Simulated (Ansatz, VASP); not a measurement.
## Two plane-wave programs on Pd

```
Pd
1.0
     0.02917    1.94490    1.94490
     1.97407    0.00000    1.97407
     1.94490    1.94490    0.02917
Pd
1
Direct
  0.00000 0.00000 0.00000
```

Change from the starting cell: strain +0.0300 x Voigt [0, 0, 0, 0, 1, 0], atoms carried along.

Alike in both runs: task single point; functional PBEsol; k mesh 20 × 20 × 20; occupations gaussian, width 0.15 eV; no spin polarisation.

```csv
,VASP,Ansatz
version,VASP 6.6.1,Ansatz 0.2.0
potentials or method,"VASP PAW PBE potentials, release 64 (Pd)","scalar-relativistic, plane waves, PAW"
plane-wave cutoff (eV),520,420
valence electrons in the cell,10,18
```

|  | VASP | Ansatz | Ansatz less VASP |
| --- | --- | --- | --- |
| gap on the k mesh at the Fermi level (eV) | none | none | - |
| pressure (GPa) | -2.3 | -2.0 | +0.30 |
| largest component of the traceless stress (GPa) | 2.32 | 2.32 | +0.006 |

A gap of «none» marks a metal or a gap that the smearing closes. The two sets of potentials don't hold the same shells in valence.

Caveats: the PAW data sets were made with another functional, which shifts forces and pressure a little (VASP).
